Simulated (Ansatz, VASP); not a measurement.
## Hf in VASP and in Ansatz

```
CELL_PARAMETERS angstrom
4.94054 0.00000 0.00000
-2.47027 4.27863 0.00000
0.00000 0.00000 3.06823
ATOMIC_POSITIONS crystal
Hf 0.66667 0.33333 0.50000
Hf 0.33333 0.66667 0.50000
Hf 0.00000 0.00000 0.00000
```

Alike in both runs: functional PBE; dispersion D3(BJ); k mesh 12 × 12 × 14; occupations gaussian, width 0.1 eV; no spin polarisation.

Ansatz relaxed the structure, and its values are those at the end. VASP's run is a single point on that final structure, the one shown.

|  | VASP | Ansatz |
| --- | --- | --- |
| version | VASP 6.6.1 | Ansatz 0.2.0 |
| potentials or method | VASP PAW PBE potentials, release 64 (Hf_pv) | scalar-relativistic, plane waves, PAW |
| plane-wave cutoff (eV) | 520 | 420 |
| valence electrons in the cell | 30 | 78 |

```csv
,VASP,Ansatz,Ansatz less VASP
gap on the k mesh at the Fermi level (eV),none,none,-
pressure (GPa),-0.4,0.0,+0.45
```

A gap of «none» marks a metal or a gap that the smearing closes. The two sets of potentials don't hold the same shells in valence.

Caveats: pairwise dispersion overbinds metals, which lowers pressure and volume. The runs have no spin-orbit coupling, so splittings on Hf are missing.
